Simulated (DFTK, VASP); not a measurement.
Given: the input of a run of VASP 6.6.1 on AlO. The cell comes from a database or a generator and needn't be the stable form of this composition.

INCAR

```
SYSTEM = AlO
ALGO     = Normal         ! electronic algorithm
EDIFF    = 1E-7           ! SCF threshold, eV
ENCUT    = 520            ! plane-wave cutoff, eV
GGA      = PE             ! functional
ISIF     = 2              ! what is computed and relaxed
ISMEAR   = -1             ! smearing method
LASPH    = .TRUE.         ! aspherical terms in the spheres
LCHARG   = .FALSE.        ! write CHGCAR
LREAL    = .FALSE.        ! projectors in reciprocal space
LWAVE    = .FALSE.        ! write WAVECAR
NBANDS   = 12             ! bands
NELM     = 80             ! most SCF steps
PREC     = Accurate       ! precision mode
SIGMA    = 0.05           ! smearing width, eV
```

Contents of KPOINTS:

```
k-points
0
G
  10 10 10
  0 0 0
```

Contents of POSCAR:

```
AlO
1.0
    2.7691900000      0.0000000000      0.0000000000
    0.0000000000      2.7691900000      0.0000000000
    0.0000000000      0.0000000000      2.7691900000
Al O
1 1
Direct
    0.5000000000      0.5000000000      0.5000000000
    0.0000000000      0.0000000000      0.0000000000
```

Potentials or basis: VASP PAW PBE potentials, release 64 (Al, O).

Command:

```console
$ cat potpaw_PBE.64/Al/POTCAR potpaw_PBE.64/O/POTCAR > POTCAR
$ mpirun -np 1 vasp_std > vasp.out
```

**Question.** What does the same run look like in DFTK 0.8.2? Potentials or basis there: PseudoDojo SR PBE 0.4.1 standard (PBE), cutoff 1143 eV.

**Answer.** As run (cutoffs and basis follow the program's own potentials, and thresholds, step limits or extra output files can differ):

run.jl

```julia
using DFTK
using PseudoPotentialData
using Unitful, UnitfulAtomic
using LinearAlgebra, Printf
include("save.jl")
disable_threading()

# lattice vectors are the columns
lattice = austrip(1u"Å") * [       2.76919            0.0            0.0;
                      0.0        2.76919            0.0;
                      0.0            0.0        2.76919]
symbols   = [:Al, :O]
positions = [[0.5, 0.5, 0.5],
             [0.0, 0.0, 0.0]]
pseudopotentials = PseudoFamily("dojo.nc.sr.pbe.v0_4_1.standard.upf")
elements = Dict(s => ElementPsp(s, pseudopotentials) for s in unique(symbols))
atoms    = [elements[s] for s in symbols]

build_model(lattice, positions; symmetries=true) =
    model_DFT(lattice, atoms, positions;
              functionals=PBE(),
              temperature=austrip(0.05u"eV"),
              smearing=Smearing.FermiDirac(),
              symmetries)
Ecut  = 42.0  # hartree
kgrid = [10, 10, 10]
tol   = 1e-6
to_GPa = ustrip(uconvert(u"GPa", 1u"hartree/bohr^3"))

model = build_model(lattice, positions)
basis = PlaneWaveBasis(model; Ecut, kgrid)
display(basis)
scfres = self_consistent_field(basis;
                               tol,
                               nbandsalg=AdaptiveBands(model; n_bands_converge=9))
display(scfres.energies)
@printf "Fermi level: %.6f eV\n" ustrip(auconvert(u"eV", something(scfres.εF, NaN)))
forces = compute_forces_cart(scfres)
println("Forces (eV/Å)")
for (s, f) in zip(symbols, forces)
    @printf "%-3s %12.6f %12.6f %12.6f\n" s ustrip.(auconvert.(u"eV/Å", f))...
end
stress = compute_stresses_cart(scfres)
println("Stress (GPa)")
display(round.(stress * to_GPa; digits=4))
println("Levels at the first k-point (eV): ", round.(ustrip.(auconvert.(u"eV", scfres.eigenvalues[1][1:scfres.n_bands_converge])); digits=4))
save_scf!(scfres; forces, stress)
```

Potentials or basis: dojo.nc.sr.pbe.v0_4_1.standard.upf (PBE).

Launch:

```sh
$ julia --threads=1 run.jl  # save.jl only writes the numbers to a file and isn't shown; printed stress counts tension as positive; times include loading and compiling
```

Both were run:

|  | VASP | DFTK |
| --- | --- | --- |
| Pressure | -0.1 GPa | -0.5 GPa |

Pressure is positive in compression.
